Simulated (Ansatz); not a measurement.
# KMgF3: the cost of one run

Method: DFT PBE, scalar-relativistic, plane waves, PAW, in Ansatz 0.2.0.

### 1 The starting structure

It takes space group Pm-3m (No. 221, cubic). The conventional cell has a = 3.986 Å, b = 3.986 Å, c = 3.986 Å, α = 90.00°, β = 90.00°, γ = 90.00°. K (site symmetry m-3m) has 12 F at 2.82 Å in its first shell of neighbours. Around Mg (site symmetry m-3m) lie 6 F at 1.99 Å. F (site symmetry 4/mmm) is surrounded by 2 Mg at 1.99 Å and 4 K at 2.82 Å.

Coordinates:

```
CELL_PARAMETERS angstrom
3.98590 0.00000 0.00000
0.00000 3.98590 0.00000
0.00000 0.00000 3.98590
ATOMIC_POSITIONS crystal
K 0.50000 0.50000 0.50000
Mg 0.00000 0.00000 0.00000
F 0.50000 0.00000 0.00000
F 0.00000 0.50000 0.00000
F 0.00000 0.00000 0.50000
```

The cell is taken as given, not relaxed at this level.

### 2 The reference cell

The reference gives a free energy of -5894.6997 eV, pressure 3.78 GPa, largest force 0.000 eV/Å and gap on the mesh 7.33 eV. It was computed beforehand with the settings of the runs below.

### 3 Setting up one atom moved over a plane

Atom 1 (K) is moved by p along (0.000, 1.000, 0.000) and q along (0.000, 0.000, 1.000) (Å), all else fixed; its images in the other cells move with it. Points alike by symmetry are run once.

### 4 Point p = -0.300, q = -0.300

File input.yaml:

```yaml
crystal:
  lattice:
    - [3.9859, 0.0, 0.0]
    - [0.0, 3.9859, 0.0]
    - [0.0, 0.0, 3.9859]
  atoms:
    - { symbol: K, position: [0.5, 0.4247346898, 0.4247346898] }
    - { symbol: Mg, position: [0.0, 0.0, 0.0] }
    - { symbol: F, position: [0.5, 0.0, 0.0] }
    - { symbol: F, position: [0.0, 0.5, 0.0] }
    - { symbol: F, position: [0.0, 0.0, 0.5] }
basis:
  ecutwfc: 420
kpoints:
  mp_grid: { grid: [6, 6, 6] }
hamiltonian:
  xc: pbe
scf:
  occupations: { method: gaussian, width: 0.05 }
output:
  forces: true
  stress: true
  eigenvalues: true
```

The run is started by

```bash
ansatz run input.yaml --threads 1 --pin off --max-ram 2560MiB --backend cpu --events-out ev --progress --plain --runs-dir out
```

Q: Estimate wall time and peak memory on 1 thread of Arm Neoverse V1, shared host.

About 7.2 s, with a peak of 0.35 GiB.
